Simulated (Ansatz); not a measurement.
Base system: BeO in the wurtzite structure (space group P6_3mc, No. 186; a = 2.7118 Å, c = 4.4046 Å). Axes: x lies along a and z along c of the hexagonal cell.

The values are results of DFT with PBE, PAW potentials and a 420 eV plane-wave cutoff in Ansatz (a first-principles code), spin-orbit coupling left out, not measurements.

For the base:

- Valence-band top at Γ: 0.00, -0.04, -0.04 eV

Now apply this change: tensor shear ε_yz = −2.55 % (engineering shear γ = -0.0510); the atoms relax in the strained cell.

What does the calculation give for the valence-band top at Γ, valley order and energy relative to the base after the change?

The valence-band top at Γ (three highest levels, from the VBM) goes from 0.00, -0.04, -0.04 eV to 0.00, -0.17, -0.29 eV; the valley order (the lowest conduction-band minima on the path, energy above the VBM, named in the base's zone) amounts to Γ 7.30 eV; L (0, 1/2, 1/2) 8.54 eV; L (1/2, 0, 1/2) 8.67 eV; the energy rises by 7.8 meV/atom.

The levels and masses belong to the bands next to the band gap. Stability against distortions was not tested.
